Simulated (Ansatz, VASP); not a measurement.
## ZnS: VASP beside Ansatz

INCAR

```
SYSTEM = ZnS
PREC     = Accurate       ! precision mode
ENCUT    = 520            ! plane-wave cutoff, eV
EDIFF    = 1E-6           ! SCF threshold, eV
ISMEAR   = 0              ! smearing method
SIGMA    = 0.01           ! smearing width, eV
LREAL    = .False.        ! projectors in reciprocal space
LASPH    = .True.         ! aspherical terms in the spheres
NELM     = 60             ! most SCF steps
ALGO     = Normal         ! electronic algorithm
ISIF     = 2              ! what is computed and relaxed
LWAVE    = .False.        ! write WAVECAR
LCHARG   = .False.        ! write CHGCAR
GGA      = CA             ! functional
NBANDS   = 16             ! bands
```

KPOINTS

```
regular mesh
0
Gamma
  8 8 8
  0 0 0
```

POSCAR

```
ZnS
1.0
    2.6352263648      2.6352263648      0.0000000000
   -2.6352263648      2.6352263648      0.0000000000
    0.0000000000      2.6352263648      2.6643453390
Zn S
1 1
Direct
    0.7500000000      0.2500000000      0.5000000000
    0.0000000000      0.0000000000      0.0000000000
```

Input for Ansatz:

```yaml
crystal:
  lattice:
    - [2.63522636482, 2.63522636482, 0.0]
    - [-2.63522636482, 2.63522636482, 0.0]
    - [0.0, 2.63522636482, 2.66434533899]
  atoms:
    - { symbol: Zn, position: [0.75, 0.25, 0.5] }
    - { symbol: S, position: [0.0, 0.0, 0.0] }
kpoints:
  mp_grid: { grid: [8, 8, 8] }
scf:
  occupations: { method: fixed }
  convergence: { dr2_threshold: 1.0e-10 }
hamiltonian:
  xc: lda
  pseudopotentials: { kind: all_electron, lapw: { basis_error: 0.0005 } }
output:
  forces: true
  stress: true
  eigenstates:
    kpoints:
      - [0.0, 0.0, 0.0]
      - [-0.5, -0.5, -0.5]
      - [-0.5, 0.5, 0.0]
      - [0.0, 0.0, -0.5]
      - [0.0, -0.5, -0.5]
      - [0.0, 0.5, 0.0]
      - [-0.5, 0.0, 0.0]
      - [-0.5, 0.0, -0.5]
  eigenvalues: true
```

Change from the starting cell: film at in-plane strain -0.005.

Alike in both runs: task single point; functional LDA; k mesh 8 × 8 × 8; no spin polarisation.

|  | VASP | Ansatz |
| --- | --- | --- |
| version | VASP 6.6.1 | Ansatz 0.2.0 |
| potentials or method | VASP PAW LDA potentials, release 64 (Zn, S) | all-electron LAPW, scalar-relativistic |
| plane-wave cutoff (eV) | 520 | see its input |
| occupations | gaussian, width 0.01 eV | fixed |

Ansatz gave:

- gap on the k mesh at the Fermi level (eV): 2.13
- pressure (GPa): 0.4
- largest component of the traceless stress (GPa): 0.34

Q: Which values does VASP return?

A: gap on the k mesh at the Fermi level (eV): 2.16; pressure (GPa): 0.6; largest component of the traceless stress (GPa): 0.34.

Ansatz ran all-electron here, so the differences hold the error of VASP's frozen core and of both bases.
